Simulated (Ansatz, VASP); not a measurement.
# One calculation of KCl, two programs

```
K Cl
1.0
     3.63400   -0.01817   -0.01817
    -0.01817    3.63400   -0.01817
    -0.01817   -0.01817    3.63400
K Cl
1 1
Direct
  0.00000 0.00000 0.00000
  0.50000 0.50000 0.50000
```

Change from the starting cell: equal xy, yz and zx shear strains of -1 %.

Alike in both runs: task single point; functional PBEsol; k mesh 7 × 7 × 7; occupations fermi-dirac, width 0.02 eV; no spin polarisation.

```csv
,VASP,Ansatz
version,VASP 6.6.1,Ansatz 0.2.0
potentials or method,"VASP PAW PBE potentials, release 64 (K_sv, Cl), cutoff 520 eV","all-electron LAPW, scalar-relativistic"
```

|  | VASP | Ansatz | Ansatz less VASP |
| --- | --- | --- | --- |
| gap on the k mesh at the Fermi level (eV) | 5.40 | 5.40 | +0.005 |
| pressure (GPa) | 2.4 | 2.3 | -0.09 |
| largest component of the traceless stress (GPa) | 0.15 | 0.14 | -0.004 |

Ansatz ran all-electron here, so the differences hold the error of VASP's frozen core and of both bases.

Caveats: the PAW data sets were made with another functional, which shifts forces and pressure a little (VASP); an odd mesh through Γ misses points on the zone boundary, where band edges often lie.
